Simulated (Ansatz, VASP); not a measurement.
One calculation of K, two programs

The input INCAR:

```
SYSTEM = K
PREC = Accurate
ENCUT = 600
EDIFF = 1E-7
ISMEAR = -1
SIGMA = 0.1
LREAL = .FALSE.
LASPH = .TRUE.
NELM = 100
ALGO = Normal
ISIF = 3
LWAVE = .FALSE.
LCHARG = .FALSE.
GGA = PS
IBRION = 2
NSW = 60
EDIFFG = -0.005
```

Contents of KPOINTS:

```
regular mesh
0
G
  11 11 11
  0 0 0
```

POSCAR

```
K
1.0
    0.0000000000      3.2915455456      3.2915455456
    3.2915455456      0.0000000000      3.2915455456
    3.2915455456      3.2915455456      0.0000000000
K
1
Direct
    0.0000000000      0.0000000000      0.0000000000
```

Input for Ansatz:

```yaml
crystal:
  lattice:
    - [0.0, 3.2915455456, 3.2915455456]
    - [3.2915455456, 0.0, 3.2915455456]
    - [3.2915455456, 3.2915455456, 0.0]
  atoms:
    - { symbol: K, position: [0.0, 0.0, 0.0] }
kpoints:
  mp_grid: { grid: [11, 11, 11] }
scf:
  occupations: { method: fermi_dirac, width: 0.1 }
hamiltonian:
  xc: pbesol
  pseudopotentials: { kind: paw }
output:
  forces: true
  stress: true
relax:
  f_tol: 0.005
  max_steps: 40
  cell: {}
```

Alike in both runs: task relaxation of cell and atoms; functional PBEsol; k mesh 11 × 11 × 11; occupations fermi-dirac, width 0.1 eV; no spin polarisation.

```csv
,VASP,Ansatz
version,VASP 6.6.1,Ansatz 0.2.0
potentials or method,"VASP PAW PBE potentials, release 64 (K_sv)","PAW with Ansatz's default frozen-core files, scalar-relativistic"
plane-wave cutoff (eV),600,420
valence electrons in the cell,9,9
```

|  | VASP | Ansatz | Ansatz less VASP |
| --- | --- | --- | --- |
| relaxed volume (Å³/atom) | 71.32 | 71.32 | 0.000 |
| relaxed cell length with the largest relative difference (Å) | 4.655 | 4.655 | 0.0000 |

Caveats: the relaxation stopped at its first step, so nothing moved; the PAW data sets were made with another functional, which shifts forces and pressure a little (VASP).
